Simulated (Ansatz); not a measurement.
Runs of Ansatz 0.2.0 on ZnCu2SnS4. It takes space group I-4 (No. 82, tetragonal). Conventional cell: a = 5.434 Å, b = 5.434 Å, c = 10.850 Å, α = 90.00°, β = 90.00°, γ = 90.00°. Sn (site symmetry -4) is surrounded by 4 S at 2.41 Å. Zn (site symmetry -4) has 4 S at 2.33 Å as nearest neighbours. Cu (site symmetry -4) is surrounded by 4 S at 2.33 Å. Around Cu (site symmetry -4) lie 4 S at 2.33 Å. S (site symmetry 1) is surrounded by 1 Zn at 2.33 Å and 2 Cu at 2.33 Å and 1 Sn at 2.41 Å. 

```tsv
level	U	hubbard projectors	double counting	gap on the mesh (eV)	pressure (GPa)	largest force (eV/Å)
PBEsol+U	Cu d U = 1 eV	ortho-atomic (the default)	fll (the default)	0.36	-1.6	0.58
PBEsol+U	Cu d U = 2 eV	ortho-atomic (the default)	fll (the default)	(a)	-1.5	0.51
PBEsol	-	-	-	0.23	-1.7	0.66
PBEsol+U	Cu d U = 3 eV	ortho-atomic (the default)	fll (the default)	0.59	(b)	0.45
PBEsol+U	Cu d U = 5 eV	ortho-atomic (the default)	fll (the default)	0.79	-1.0	0.34
```

Alike in all rows: task projected density of states; potentials or basis Ansatz PAW; no spin polarisation; cell as given; k mesh 7 × 7 × 7; cutoff (eV) 420; smearing fermi-dirac 0.05 eV.

**Question.** Estimate the missing entries.

**Answer.** (a) 0.48; (b) -1.3.

Caveats: odd divisions of the mesh miss points on the zone boundary, where band edges often lie, so the gap on the mesh can be too wide; spin-orbit coupling is left out, which moves the levels of the heavy elements; the PAW data sets come from PBE, with cores solved anew for the run's functional, which leaves a small shift of forces and pressure; the density of states is complete only up to the lowest level of the last band computed.

A k mesh can miss the band edges, and the runs leave out spin-orbit coupling on Sn.
